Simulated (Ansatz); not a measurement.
## GaN, space group Fm-3m: a convergence test of the plane-wave cutoff, step by step

Program: Ansatz 0.2.0, Python API.

Run as a notebook:

In [1]:
```python
import ansatz as az
import matplotlib.pyplot as plt
```

In [2]:
```python
xtal = (
    az.Lattice.of((0.0, 2.135235, 2.135235), (2.135235, 0.0, 2.135235), (2.135235, 2.135235, 0.0))
    .atom('Ga', (0.0, 0.0, 0.0))
    .atom('N', (0.5, 0.5, 0.5))
)
```

In [3]:
```python
[site.symbol for site in xtal.resolved().sites]
```
Out [3]:
```text
['Ga', 'N']
```

In [4]:
```python
base = (
    xtal.calculation()
    .functional('r2SCAN')
    .kpoints(8)
    .occupations('fixed')
    .stress()
)
```

In [5]:
```python
rows = []
for value in [300, 400, 500, 600]:
    report = base.basis(value).run(threads=1, pin='off').report
    rows.append((value, report['free_energy_ev'] / len(report['lattice']['sites']), report['n_iterations'], sum(report['stress_gpa'][i][i] for i in range(3)) / 3, report['n_pw']))
```
```text
DeckWarning: basis.ecutwfc = 300 eV is below the records' recommended 500 eV, and the density's cutoff is lower with it unless basis.ecutrho_ratio is high enough to keep the records' density cutoff: compare with a run at a higher cutoff
DeckWarning: basis.ecutwfc = 400 eV is below the records' recommended 500 eV, and the density's cutoff is lower with it unless basis.ecutrho_ratio is high enough to keep the records' density cutoff: compare with a run at a higher cutoff
```

In [6]:
```python
print(' cutoff (eV)   F/atom (eV)    iterations       P (GPa)   plane waves')
for row in rows:
    print(f'{str(row[0]):>12s}  {row[1]:12.5f}  {row[2]:12d}  {row[3]:12.3f}  {row[4]:12d}')
```
```text
 cutoff (eV)   F/atom (eV)    iterations       P (GPa)   plane waves
         300   -2087.52826             7        -9.532           259
         400   -2087.70085             8        -8.478           339
         500   -2087.70822             8        -8.493           531
         600   -2087.70938             8        -8.493           645
```

In [7]:
```python
# the last row is the reference
for row in rows[:-1]:
    shift = 1000 * (row[1] - rows[-1][1])
    print(f'{row[0]}: {shift:+.2f} meV/atom' + ('  (within 2 meV)' if abs(shift) < 2 else ''))
plt.figure(figsize=(4.5, 3))
plt.plot([str(row[0]) for row in rows], [1000 * (row[1] - rows[-1][1]) for row in rows], 'o-')
plt.xlabel('cutoff (eV)')
plt.ylabel('F - F(last) (meV/atom)')
plt.tight_layout()
plt.savefig('ecut.png', dpi=100)
```
```text
300: +181.13 meV/atom
400: +8.53 meV/atom
500: +1.16 meV/atom  (within 2 meV)
```

From 500 eV on it stays within 2 meV an atom of the value at 600 eV; the first row (300 eV) is off by 181.1 meV and the last but one by 1.16 meV. The energy falls steadily, as expected when plane waves are added. The pressure moves from -9.53 to -8.49 GPa (the program's stress holds a Pulay correction, so it settles early).

Caveats:
- This is a high-temperature or high-pressure form, not the ambient phase.
- Pressure is positive in compression.
- This cell is a computed structure, which may not be the phase found in nature.
- Warnings are shown shortened and without file and line.
- Shifts are counted from the last row, which is itself no proven limit.
- Run time: 5.6 s on 1 thread of AMD EPYC 7B13 (Zen 3), on a shared host, peak memory 0.48 GiB.

(Lines on the test bed's own set-up are left out of the output.)
